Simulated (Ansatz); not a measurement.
**InAs: band gap under strain**

How does strain move the band edges of InAs built on the zincblende prototype, and do the functionals agree on it? States: -2.0 % biaxial strain in x and y, free along z; -1.0 % biaxial strain in x and y, free along z; +1.0 % biaxial strain in x and y, free along z.

Program: Ansatz 0.2.0. PAW datasets, plane waves. (Simulation; spin polarisation is off.)

### Step 1. The cell

The unstrained cell was relaxed with r2SCAN; in each strained cell the atoms were relaxed again with r2SCAN. Names of k-points are those of the unstrained zone, where strain can split equivalent points. First state: -2.0 % biaxial strain in x and y, free along z.

It is tetragonal, I-4m2 (No. 119); a = 4.233 Å, c = 6.237 Å in the conventional setting, 27.94 Å³ an atom. Near In stand 4 As at 2.63 Å; near As stand 4 In at 2.63 Å.

Structure file:

```
CELL_PARAMETERS angstrom
0.00000 2.99350 3.11847
2.99350 0.00000 3.11847
2.99350 2.99350 0.00000
ATOMIC_POSITIONS crystal
In 0.00000 0.00000 0.00000
As 0.25000 0.25000 0.25000
```

From earlier runs on the unstrained cell: PBE 0.00 eV, r2SCAN 0.08 eV, HSE06 0.36 eV, r2SCAN+SOC 0.00 eV; a = 6.109 Å.

### Step 2. -2.0 % biaxial strain in x and y, free along z: PBE

input.yaml

```yaml
crystal:
  lattice:
    - [0.0, 2.9934986636, 3.1184735085]
    - [2.9934986636, 0.0, 3.1184735085]
    - [2.9934986636, 2.9934986636, 0.0]
  atoms:
    - { symbol: In, position: [0.0, 0.0, 0.0] }
    - { symbol: As, position: [0.25, 0.25, 0.25] }
kpoints:
  mp_grid: { grid: [8, 8, 8] }
  band_path:
    path:
      - [0.0, 0.0, 0.0]
      - [-0.5, -0.5, 0.0]
      - [-0.375, -0.375, 0.25]
      - [-0.375, 0.0, 0.375]
      - [0.0, 0.0, 0.5]
      - [-0.5, -0.25, 0.25]
      - [-0.016764, -0.016764, 0.0]
    npoints: 1
hamiltonian:
  xc: pbe
scf:
  occupations: { method: fermi_dirac, width: 0.02 }
  n_extra_bands: 4
output:
  forces: true
  stress: true
  eigenvalues: true
```

Started as:

```
$ ansatz run input.yaml --threads 2 --pin off --max-ram 29491MiB --backend cpu --events-out ev --progress --plain --runs-dir out
```

Further steps of the session: -2.0 % biaxial strain in x and y, free along z: r2SCAN; -2.0 % biaxial strain in x and y, free along z: HSE06; -2.0 % biaxial strain in x and y, free along z: r2SCAN+SOC; -1.0 % biaxial strain in x and y, free along z: PBE; -1.0 % biaxial strain in x and y, free along z: r2SCAN; -1.0 % biaxial strain in x and y, free along z: HSE06; -1.0 % biaxial strain in x and y, free along z: r2SCAN+SOC; +1.0 % biaxial strain in x and y, free along z: PBE; +1.0 % biaxial strain in x and y, free along z: r2SCAN; +1.0 % biaxial strain in x and y, free along z: HSE06; +1.0 % biaxial strain in x and y, free along z: r2SCAN+SOC.

Before running it: what results should come out?

The runs gave:

Least gap in eV (negative: overlap), with the change from the unstrained cell in brackets:

```
                                         state  volume change (%)            PBE        r2SCAN         HSE06
-2.0 % biaxial strain in x and y, free along z               -2.0  -0.01 (-0.01)  0.11 (+0.03)  0.39 (+0.03)
-1.0 % biaxial strain in x and y, free along z               -1.0  -0.01 (-0.01)  0.10 (+0.02)  0.38 (+0.02)
+1.0 % biaxial strain in x and y, free along z               +0.9   0.00 (+0.00)  0.01 (-0.07)  0.23 (-0.13)
```

With HSE06, of the states in the table +1.0 % biaxial strain in x and y, free along z shifts the gap most, by -0.123 eV. PBE and HSE06 differ by 0.36 eV on the unstrained gap, and by at most 0.12 eV on its change. Under -2.0 % biaxial strain in x and y, free along z and under -1.0 % biaxial strain in x and y, free along z and under +1.0 % biaxial strain in x and y, free along z PBE gives no gap, or under 0.02 eV, while HSE06 has one. Spin-orbit coupling is left out of the table, though the cell holds In (Z = 49); in an element this heavy it can shift bands and gaps by tenths of an eV.
